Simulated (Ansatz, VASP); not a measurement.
## One calculation of Rh, two programs

File INCAR:

```
ALGO = Normal
EDIFF = 1E-6
ENCUT = 520
ISIF = 2
ISMEAR = -1
LASPH = True
LCHARG = True
LELF = True
LREAL = False
LVHAR = True
LWAVE = False
NBANDS = 38
NELM = 60
PREC = Accurate
SIGMA = 0.05
```

Contents of KPOINTS:

```
k-points
0
Gamma
  11 11 3
```

POSCAR

```
Rh
1.0
    2.6553652365      0.0000000000      0.0000000000
   -1.3276826182      2.2996137512      0.0000000000
    0.0000000000      0.0000000000      8.6791627142
Rh
4
Direct
    0.6666666667      0.3333333333      0.7500000000
    0.0000000000      0.0000000000      0.5000000000
    0.3333333333      0.6666666667      0.2500000000
    0.0000000000      0.0000000000      0.0000000000
```

input.yaml

```yaml
crystal:
  lattice:
    - [2.6553652365, 0.0, 0.0]
    - [-1.3276826182, 2.2996137512, 0.0]
    - [0.0, 0.0, 8.6791627142]
  atoms:
    - { symbol: Rh, position: [0.6666666667, 0.3333333333, 0.75] }
    - { symbol: Rh, position: [0.0, 0.0, 0.5] }
    - { symbol: Rh, position: [0.3333333333, 0.6666666667, 0.25] }
    - { symbol: Rh, position: [0.0, 0.0, 0.0] }
hamiltonian:
  xc: lda
  pseudopotentials: { kind: paw }
kpoints:
  mp_grid: { grid: [11, 11, 3] }
scf:
  occupations: { method: fermi_dirac, width: 0.05 }
output:
  forces: true
  stress: true
  eigenvalues: true
```

This isn't the form of Rh at room conditions, which is fcc.

Alike in both runs: task single point; functional LDA; k mesh 11 × 11 × 3; occupations fermi-dirac, width 0.05 eV; no spin polarisation.

```csv
,VASP,Ansatz
version,VASP 6.6.1,Ansatz 0.2.0
potentials or method,"VASP PAW LDA potentials, release 64 (Rh_pv)",Ansatz PAW
plane-wave cutoff (eV),520,420
valence electrons in the cell,60,68
```

|  | VASP | Ansatz | Ansatz less VASP |
| --- | --- | --- | --- |
| gap on the k mesh at the Fermi level (eV) | none | none | - |
| pressure (GPa) | 0.9 | 0.0 | -0.88 |
| largest component of the traceless stress (GPa) | 1.22 | 1.24 | +0.014 |

A gap of «none» marks a metal or a gap that the smearing closes. The two sets of potentials don't hold the same shells in valence.

Caveats: the PAW data sets come from PBE, with cores solved anew for the run's functional, which leaves a small shift of forces and pressure (Ansatz).
